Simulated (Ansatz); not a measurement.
# Se (P3_221) in Ansatz: further runs

Runs on Se. Level: HSE06 form with a typed share of exact exchange. Tasks: single point.

Everything below comes from runs of Ansatz 0.2.0. Logs are shortened: lines on timing, memory, paths and dates and some standing lists are left out, and cuts for length are marked.

**1. Starting point**

The structure is trigonal, space group P3_221 (No. 154). Conventional cell: a = 4.355 Å, b = 4.355 Å, c = 4.949 Å, α = 90.00°, β = 90.00°, γ = 120.00°. Se (site symmetry 2) is surrounded by 2 Se at 2.32 Å.

**2. Single point, HSE06 form with a typed share of exact exchange**

The input, input.yaml:

```yaml
crystal:
  lattice:
    - [4.35517, 0.0, 0.0]
    - [-2.177585, 3.7716878578, 0.0]
    - [0.0, 0.0, 4.94945]
  atoms:
    - { symbol: Se, position: [0.783, 0.783, 0.5] }
    - { symbol: Se, position: [0.0, 0.217, 0.8333333333] }
    - { symbol: Se, position: [0.217, 0.0, 0.1666666667] }
hamiltonian:
  xc: { exchange: pbe, correlation: pbe, exx: { coeff: 0.25, omega: 0.1 } }
  pseudopotentials: { kind: paw }
kpoints:
  mp_grid: { grid: [4, 4, 3] }
scf:
  occupations: { method: fermi_dirac, width: 0.05 }
output:
  forces: true
  stress: true
  eigenvalues: true
```

Potentials or basis: Ansatz PAW.

Run with:

```console
> ansatz run input.yaml --threads 2 --pin off --max-ram 5632MiB --backend cpu --events-out ev --progress --plain --runs-dir out
```

The log of the run:

```text
Warning: output.stress: scf.convergence.dr2_threshold = 1e-7 eV (the SCF's general default) is looser than the 3e-10 eV advised for a printed stress (1e-10 eV for each atom of the cell: 3). What an SCF threshold leaves in a stress goes as its square root, and in the free energy as the threshold itself, and one threshold admits the most on a small cell: of the crystals measured, under no hybrid functional and no lock of the moments, on runs that ended without the residual-converged pass, on stresses that held no estimate of that error, the worst erred by over 100 MPa in a component at 1e-7 eV an atom and by under 5 at 1e-10. Set scf.convergence.dr2_threshold to 3e-10 eV or tighter. The threshold is an SCF's pass mark: one that does not reach it within its budget of iterations ends unconverged, or closes short of it on a stop that the run arms, and scf.convergence.dr2_threshold's page says what that costs each kind of run
Warning: output.stress: scf.exx.energy_threshold = 1e-6 eV is looser than the 3e-8 eV advised for a stress under a hybrid functional (1e-8 eV for each atom of the cell: 3). Every SCF of the exchange loop can meet its threshold on dr2 while the loop round them stops early: no threshold on dr2 bounds what that leaves in the stress. Set scf.exx.energy_threshold to 3e-8 eV or tighter. The threshold is the loop's pass mark: a loop that does not reach it within its budget of cycles ends unconverged, and scf.exx.energy_threshold's page has the law
Warning: RAYON_NUM_THREADS=2 ignored (pool sized by the plan → 2); use --threads N
exact exchange: scf.exx.singularity resolves to wigner_seitz, which cuts the screened interaction at the faces of the exchange supercell's Wigner-Seitz cell, so that each pair interacts once, at the shortest of its separations (the periodic images that this leaves out come, for a point-like exchange hole, to about 0.037 eV on a filled level). The cut falls within the interaction's reach, and what an exchange supercell this small leaves in the energy, the band gaps and, where it is computed, the pressure is not bounded here. The exchange supercell (the smallest cell that an SCF of this deck is solved on times the 4×4×3 mesh of the exchange sum) has its nearest image at L = 14.85 Å, 1.48 times the interaction's range 1/ω = 10.00 Å. A denser mesh of the exchange sum (kpoints.mp_grid; where a k-mesh is refused, the cell repeated along its short axes), shrinks what is left. The k-mesh (kpoints.mp_grid) can leave an error of its own, as it does under a semilocal functional: two runs of this structure under PBE, one on that k-mesh and one on a denser one or on the cell repeated (per cell), show about how large it is in the energy; in a metal the hybrid's can be larger than they show. Converge the k-mesh under the hybrid itself. See scf.exx.q_mesh
Engine: ansatz 0.2.0, x86_64-unknown-linux-gnu
Pseudopotentials: kind: paw
Pseudopotential: Se, paw, valence charge 16, recommended cutoff 420 eV (normal), Se.paw.azcp
Functional definition: unnamed
  parameter a_1 = 0.25
  parameter omega_1 = 0.1/angstrom
  exchange = pbe_x + (-a_1)*pbe_x_sr(omega_1) + a_1*exact_x_sr(omega_1)
  correlation = pbe_c
Crystal: 3 atoms, lattice volume = 81.301 Å³
Basis set: ecut = 420 eV, 1583 PW (Γ), exchange–correlation on 60×60×72 points (8 copies of the dense FFT grid, shifted against one another)
Bands: 29, of which v1, the nominal top of the filled ones, is band 24 counted from 1 (23 counted from 0)
Symmetry: 6 space group operations
Space group: P3221 (ITA 154), of the structure as read, at distance tolerance 4.3e-5 Å
k-points: 9 of 48 (time reversal used)
Non-local potential: Se, projectors of the file, l = 0: 2, l = 1: 2, l = 2: 3, l = 3: 1
PAW form: soft (Blöchl's): semilocal exchange-correlation on the pseudo side does not see the compensation charge
PAW frozen core: Se, regenerated for the run's functional, and the local potential with it (the file was generated under x = pbe(κ = 0.804, μ = 0.2195149727645171), c = pbe(β = 0.06672455060314922))
PAW one-centre angular grid: Se, 590 points (default); XC on 64 Gauss nodes
Initial density: superposition of atomic densities (neutral atoms: chi_scale 0, normalization atom), corrected by the library's trained network
Initial wavefunctions: pseudopotential atomic-orbital guess
Functional: x = pbe(κ = 0.804, μ = 0.2195149727645171), c = pbe(β = 0.06672455060314922), warm-up for x = pbe(κ = 0.804, μ = 0.2195149727645171) + 0.25 (exact − pbe) at short range (hse, ω = 0.1 Å⁻¹), c = pbe(β = 0.06672455060314922)
SCF iter   1: F=—  HF=-16407.106434 eV  |F-HF|=—  |Δ(HF+E_count)|=         —  Δρ=1.51e-3  dr2=9.51e-4  ethr=1.77e-3  ⟨swp⟩=7.6  Hψ=1025  notcnv=0
preconditioner: auto → none  [insulator: Δε(μ)=1.758 eV  Ē_g=10.651 eV  σ=0.050 eV  W_gap=1.00  n_scr=20 (ndim 8)  ℏωp=17.5 eV  f_vac=0.102  D(μ)=0.00/eV (n_scr^D=0)]
SCF iter   2: F=-16407.107843 eV  HF=-16407.107489 eV  |F-HF|=3.54e-4  |Δ(HF+E_count)|=   1.05e-3  Δρ=6.99e-4  dr2=1.81e-4  ethr=1.98e-6  ⟨swp⟩=4.0  Hψ=800  notcnv=0
SCF 1 stopped early in 2 iterations: F = -16407.107843 eV  dr2 = 1.81e-4
Initial density: handed on by an earlier stage of this run
Initial wavefunctions: those handed on with the density
Functional: x = pbe(κ = 0.804, μ = 0.2195149727645171) + 0.25 (exact − pbe) at short range (hse, ω = 0.1 Å⁻¹), c = pbe(β = 0.06672455060314922)
Exchange kernel: α = 0.2500, screened, ω = 0.1000 Å⁻¹, Wigner–Seitz truncation, v(0) = 3231.2126 eV·Å³, q-mesh 4×4×3, nearest image of the exchange supercell L = 14.85 Å, pair-density grid 18×18×24, without the augmentation charges, whose exchange is taken in its separable form by FFT convolution over the k-point mesh (sized by the pseudopotential files, 27×27×36 at the most), smooth part of the exact exchange by density-matrix convolution
Frozen-core exchange: fock
[... 17 lines left out ...]
SCF iter   2: F=—  HF=-16411.408291 eV  |F-HF|=—  |Δ(HF+E_count)|=   5.03e-6  Δρ=2.90e-5  dr2=7.27e-7  ethr=3.45e-9  ⟨swp⟩=4.0  Hψ=938  notcnv=0
SCF iter   3: F=—  HF=-16411.408293 eV  |F-HF|=—  |Δ(HF+E_count)|=   2.07e-6  Δρ=1.28e-5  dr2=8.20e-8  ethr=5.77e-10  ⟨swp⟩=3.1  Hψ=711  notcnv=0  defer=1
SCF iter   4: F=—  HF=-16411.408293 eV  |F-HF|=—  |Δ(HF+E_count)|=   5.28e-8  Δρ=2.74e-6  dr2=3.52e-9  ethr=1.44e-10  ⟨swp⟩=3.2  Hψ=610  notcnv=0  defer=1
SCF iter   5: F=—  HF=-16411.408293 eV  |F-HF|=—  |Δ(HF+E_count)|=   4.21e-9  Δρ=1.15e-6  dr2=7.67e-10  ethr=6.52e-12  ⟨swp⟩=3.4  Hψ=730  notcnv=0  defer=1
SCF iter   6: F=-16411.408293 eV  HF=-16411.408293 eV  |F-HF|=7.28e-11  |Δ(HF+E_count)|=   1.21e-9  Δρ=1.64e-7  dr2=3.12e-10  ethr=1.00e-12  ⟨swp⟩=3.0  Hψ=693  notcnv=0
SCF 3 converged in 6 iterations: F = -16411.408293 eV  dr2 = 3.12e-10
  Residual-converged pass: ⟨swp⟩=2.0  Hψ=460  notcnv=0  max |occ|·‖R‖ = 4.9e-7 eV (tolerance 5.4e-7 eV)  dr2=3.12e-10  dr2_onsite=1.20e-10  max |Δocc| = 2.9e-21
hybrid outer 2: dexx = +3.285e-6 eV, tail = 1.64e-7 eV, Δε = 4.04e-3 eV (about 2.23e-4 eV left of the loop's levels), ΔF = 1.70e-2 eV/Å (tail 4.23e-3)
Exchange kernel: α = 0.2500, screened, ω = 0.1000 Å⁻¹, Wigner–Seitz truncation, v(0) = 3231.2126 eV·Å³, q-mesh 4×4×3, nearest image of the exchange supercell L = 14.85 Å, pair-density grid 18×18×24, without the augmentation charges, whose exchange is taken in its separable form by FFT convolution over the k-point mesh (sized by the pseudopotential files, 27×27×36 at the most), smooth part of the exact exchange by density-matrix convolution
Frozen-core exchange: fock
SCF iter   1: F=—  HF=-16411.408293 eV  |F-HF|=—  |Δ(HF+E_count)|=         —  Δρ=1.50e-6  dr2=1.23e-9  ethr=1.71e-9  ⟨swp⟩=6.1  Hψ=577  notcnv=0
preconditioner: auto → none  [insulator: Δε(μ)=2.912 eV  Ē_g=12.457 eV  σ=0.050 eV  W_gap=1.00  n_scr=20 (ndim 8)  ℏωp=17.5 eV  f_vac=0.107  D(μ)=0.00/eV (n_scr^D=0)]
SCF iter   2: F=-16411.408293 eV  HF=-16411.408293 eV  |F-HF|=1.02e-10  |Δ(HF+E_count)|=   1.70e-9  Δρ=9.17e-7  dr2=5.65e-10  ethr=2.03e-12  ⟨swp⟩=4.0  Hψ=902  notcnv=0
SCF 4 converged in 2 iterations: F = -16411.408293 eV  dr2 = 5.65e-10
  Residual-converged pass: ⟨swp⟩=2.0  Hψ=385  notcnv=0  max |occ|·‖R‖ = 6.8e-7 eV (tolerance 8.2e-7 eV)  dr2=5.65e-10  dr2_onsite=7.35e-11  max |Δocc| = 3.7e-22
hybrid outer 3: dexx = +1.562e-9 eV, tail = 1.35e-9 eV, Δε = 8.32e-5 eV (about 1.88e-5 eV left of the loop's levels), ΔF = 6.15e-4 eV/Å (tail 5.80e-4)
hybrid SCF converged: 3 outer / 15 inner (+2 warm-up), last move |dexx| = 1.56e-9 eV, tail = 1.35e-9 eV
Stability not checked: this state was not tested for a lower state beside it, because the functional holds exact exchange (a hybrid, or Hartree-Fock), whose exchange loop this test does not read (fock_operator; see scf.lower_state_search)
Free energy (F): -16411.408293 eV
Frozen-core exchange: fock
Harris-Foulkes:  -16411.408293 eV  (|F-HF|=1.02e-10)
Internal energy: -16411.408293 eV  (E = F + TS)
E sigma→0 (E₀):  -16411.408293 eV
Fermi energy:    7.460911 eV
--- Per-component energies (eV) ---
  E_band       = -1383.439512
  E_kinetic    = 351.285870
  E_local      = -7800.470098  (includes V_loc(G=0)·N_el)
  E_nonlocal   = -1785.058512
  E_hartree    = 3822.599067
  E_xc         = -245.025033
  E_vxc        = -230.599475  (∫ρ·V_xc dr)
  E_exx        = -214.662562  (= α·E_x^exact, valence–valence)
  E_paw        = -5586.316109  (= ΣΔE_a)
  E_vpaw       = 865.531422  (= ΣTr[D̂ρ^β])
  E_aug_tail   = -0.001816  (compensation charges beyond the density's cutoff)
  E_ewald      = -4950.539803
  E_core_change = -3.219298  (= ΣΔE_core)
  E_smearing   = -0.000000  (= −TS)
  E_closure    = 0.000000  (closes the sum)
  Σ components = -16411.408293   (vs F -16411.408293, Δ=0.00e0)
--- Forces (eV/Å), atoms counted from 1 ---
  atom   1  Se    -0.28285446    -0.48991829    -0.00000000
  atom   2  Se    -0.28285446     0.48991829     0.00000000
  atom   3  Se     0.56570892    -0.00000000     0.00000000
  max |Σ_I F_I| component: 2.54e-17 eV/Å
--- Stress (GPa, compression-positive) ---
        3.401433      -0.000000      -0.000000
       -0.000000       3.401433      -0.000000
       -0.000000      -0.000000       3.343403
  P = ⅓ Tr σ = 3.3821 GPa (33.821 kbar)
--- Band table (eV; the first three rows and the last of 9) ---
  k-point 0: bands = ["-45.8784", "-45.8784", "-45.8296", "-45.8196", "-45.8196", "-45.7639", "-45.6343", "-45.6267", "-45.6267", "-45.5688", "-45.5688", "-45.5641", "-45.5441", "-45.5124", "-45.5124", "-11.3558", "-6.5701", "-6.5701", "2.0770", "2.0770", "2.2215", "3.7998", "3.7998", "5.7476", "9.6145", "9.6145", "9.9964", "13.5661", "13.9222"]
  k-point 1: bands = ["-45.8977", "-45.8511", "-45.8341", "-45.8280", "-45.8026", "-45.7775", "-45.6337", "-45.6314", "-45.6221", "-45.5714", "-45.5660", "-45.5645", "-45.5371", "-45.5235", "-45.5070", "-10.7604", "-9.0542", "-4.2160", "1.0066", "2.4573", "2.4777", "4.1972", "4.5858", "4.9939", "8.8915", "8.9233", "9.2043", "13.9874", "14.7052"]
  k-point 2: bands = ["-45.8783", "-45.8782", "-45.8295", "-45.8196", "-45.8196", "-45.7639", "-45.6344", "-45.6266", "-45.6266", "-45.5689", "-45.5688", "-45.5638", "-45.5448", "-45.5124", "-45.5120", "-11.1310", "-6.7801", "-6.5335", "0.8446", "1.4875", "2.3908", "3.8218", "4.3378", "5.3167", "9.5601", "9.7369", "10.6632", "13.5379", "13.7041"]
  k-point 8: bands = ["-45.8976", "-45.8508", "-45.8339", "-45.8280", "-45.8027", "-45.7775", "-45.6338", "-45.6313", "-45.6220", "-45.5717", "-45.5659", "-45.5642", "-45.5382", "-45.5239", "-45.5058", "-10.3170", "-8.7859", "-5.1977", "0.1186", "0.6133", "1.8200", "4.0195", "5.1021", "5.9794", "9.1477", "10.3996", "10.9356", "13.8414", "14.8968"]
```

Run time: 48 s. Hardware: 2 threads of Intel Xeon Platinum 8259CL at 2.50GHz (Skylake/Cascade Lake), shared host; peak memory 0.88 GiB.

What came out:

```
Free energy            : -16411.4083 eV
Pressure               : 3.4 GPa
Largest force          : 0.566 eV/Å
Band gap on the k mesh : 2.91 eV, indirect (least direct gap 3.17 eV)
```

Forces in eV/Å, atoms in the order of the input:
```
Se  -0.283 -0.490  0.000
Se  -0.283  0.490  0.000
Se   0.566  0.000  0.000
```

Caveat: the k mesh is coarse (spacing up to 0.42 Å⁻¹), so the values aren't converged, least of all with exact exchange; odd divisions of the mesh miss points on the zone boundary, where band edges often lie, so the gap on the mesh can be too wide; the PAW data sets come from PBE, with cores solved anew for the run's functional, which leaves a small shift of forces and pressure; the thresholds are loose for stress. A k mesh can miss the band edges.

**3. Single point, HSE06 form with a typed share of exact exchange**

Edit input.yaml of step 2 so:

```diff
@@ -10,3 +10,6 @@
 hamiltonian:
-  xc: { exchange: pbe, correlation: pbe, exx: { coeff: 0.25, omega: 0.1 } }
+  xc:
+    exchange: pbe
+    correlation: pbe
+    exx: { coeff: 0.25, omega: 0.15 }
   pseudopotentials: { kind: paw }
@@ -20 +23,5 @@
   eigenvalues: true
+  write_density: true
+  write_potential: true
+  elf: true
+  volumetric_format: npy
```

Potentials or basis: Ansatz PAW.

Run with:

```console
> ansatz run input.yaml --threads 2 --pin off --max-ram 5632MiB --backend cpu --events-out ev --progress --plain --runs-dir out
```

It took 37 s on 2 threads of Intel Xeon Platinum 8259CL at 2.50GHz (Skylake/Cascade Lake), shared host; peak memory 0.88 GiB.

It converged, with:

```yaml
Free_energy: -16411.3980 eV
Pressure: 3.4 GPa
Largest_force: 0.581 eV/Å
Band_gap_on_the_k_mesh: 2.75 eV, indirect (least direct gap 3.01 eV)
```

Forces on the atoms (eV/Å):
```
Se  -0.290 -0.503  0.000
Se  -0.290  0.503  0.000
Se   0.581  0.000  0.000
```

Levels at points of the mesh, in eV from the valence-band top:
```tsv
k point	band 22	band 23	band 24	band 25	band 26	band 27
(0.00, 0.00, 0.00)	-2.17	-2.17	-0.23	3.47	3.47	3.85
(0.00, -0.50, 0.00)	-2.88	-1.78	-0.89	3.41	4.00	5.87
```

Caveat: the k mesh is coarse (spacing up to 0.42 Å⁻¹), so the values aren't converged, least of all with exact exchange; odd divisions of the mesh miss points on the zone boundary, where band edges often lie, so the gap on the mesh can be too wide; the PAW data sets come from PBE, with cores solved anew for the run's functional, which leaves a small shift of forces and pressure; the thresholds are loose for stress. A k mesh can miss the band edges.

**4. Single point, HSE06 form with a typed share of exact exchange**

Edit input.yaml of step 3 so:

```diff
@@ -10,6 +10,3 @@
 hamiltonian:
-  xc:
-    exchange: pbe
-    correlation: pbe
-    exx: { coeff: 0.25, omega: 0.15 }
+  xc: { exchange: pbe, correlation: pbe, exx: { coeff: 0.25, omega: 0.2 } }
   pseudopotentials: { kind: paw }
@@ -23,5 +20 @@
   eigenvalues: true
-  write_density: true
-  write_potential: true
-  elf: true
-  volumetric_format: npy
```

Run with:

```console
> ansatz run input.yaml --threads 2 --pin off --max-ram 5632MiB --backend cpu --events-out ev --progress --plain --runs-dir out
```

Run time: 37 s. Hardware: 2 threads of Intel Xeon Platinum 8259CL at 2.50GHz (Skylake/Cascade Lake), shared host; peak memory 0.87 GiB.

The run converged. Its results:

```yaml
Free_energy: -16411.3853 eV
Pressure: 3.5 GPa
Largest_force: 0.602 eV/Å
Band_gap_on_the_k_mesh: 2.61 eV, indirect (least direct gap 2.87 eV)
```

Forces on the atoms (eV/Å):
```
Se  -0.301 -0.521  0.000
Se  -0.301  0.521  0.000
Se   0.602  0.000  0.000
```

Stress tensor (GPa, compression positive):
```
3.45 0.00 0.00
0.00 3.45 0.00
0.00 0.00 3.59
```

Levels at points of the mesh, in eV from the valence-band top:
```
            k point  band 22  band 23  band 24  band 25  band 26  band 27
 (0.00, 0.00, 0.00)    -2.15    -2.15    -0.22     3.32     3.32     3.70
(0.00, -0.50, 0.00)    -2.86    -1.77    -0.88     3.27     3.85     5.71
```

Caveat: the k mesh is coarse (spacing up to 0.42 Å⁻¹), so the values aren't converged, least of all with exact exchange; odd divisions of the mesh miss points on the zone boundary, where band edges often lie, so the gap on the mesh can be too wide; the PAW data sets come from PBE, with cores solved anew for the run's functional, which leaves a small shift of forces and pressure; the thresholds are loose for stress.

**5. Single point, HSE06 form with a typed share of exact exchange**

Edit input.yaml of step 4 so:

```diff
@@ -10,3 +10,3 @@
 hamiltonian:
-  xc: { exchange: pbe, correlation: pbe, exx: { coeff: 0.25, omega: 0.2 } }
+  xc: { exchange: pbe, correlation: pbe, exx: { coeff: 0.25, omega: 0.3 } }
   pseudopotentials: { kind: paw }
```

Run with:

```console
> ansatz run input.yaml --threads 2 --pin off --max-ram 5632MiB --backend cpu --events-out ev --progress --plain --runs-dir out
```

Run time: 32 s. Hardware: 2 threads of Intel Xeon Platinum 8259CL at 2.50GHz (Skylake/Cascade Lake), shared host; peak memory 0.87 GiB.

It converged, with:

```
Free energy            : -16411.3517 eV
Pressure               : 3.7 GPa
Largest force          : 0.658 eV/Å
Band gap on the k mesh : 2.39 eV, indirect (least direct gap 2.67 eV)
```

Forces on the atoms (eV/Å):
```
Se  -0.329 -0.570  0.000
Se  -0.329  0.570  0.000
Se   0.658  0.000  0.000
```

Stress tensor (GPa, compression positive):
```
3.54 0.00 0.00
0.00 3.54 0.00
0.00 0.00 3.96
```

Levels at points of the mesh, in eV from the valence-band top:
```csv
k point,band 21,band 22,band 23,band 24,band 25,band 26,band 27,band 28
"(0.00, 0.00, 0.00)",-3.68,-2.11,-2.11,-0.19,3.09,3.09,3.47,7.07
"(0.00, -0.50, 0.00)",-3.40,-2.81,-1.75,-0.85,3.05,3.63,5.46,6.37
```

Caveat: the k mesh is coarse (spacing up to 0.42 Å⁻¹), so the values aren't converged, least of all with exact exchange; odd divisions of the mesh miss points on the zone boundary, where band edges often lie, so the gap on the mesh can be too wide; the PAW data sets come from PBE, with cores solved anew for the run's functional, which leaves a small shift of forces and pressure; the thresholds are loose for stress. A k mesh can miss the band edges.

**6. Overview**

```csv
screening (1/Å),gap on the mesh (eV),pressure (GPa),largest force (eV/Å)
0.1,2.91,3.4,0.57
0.15,2.75,3.4,0.58
0.2,2.61,3.5,0.60
0.3,2.39,3.7,0.66
```

Alike in all rows: task single point; level HSE06 form with a typed share of exact exchange; potentials or basis Ansatz PAW; no spin polarisation; cell as given; k mesh 4 × 4 × 3; cutoff (eV) 420; smearing fermi-dirac 0.05 eV; the mesh is coarse, so values aren't converged.

Caveats: all runs use coarse meshes; odd divisions of the mesh miss points on the zone boundary, where band edges often lie, so the gap on the mesh can be too wide; the PAW data sets come from PBE, with cores solved anew for the run's functional, which leaves a small shift of forces and pressure; the thresholds are loose for stress.

Total energies depend on the potentials used, so only differences within one code and one set of settings carry meaning.
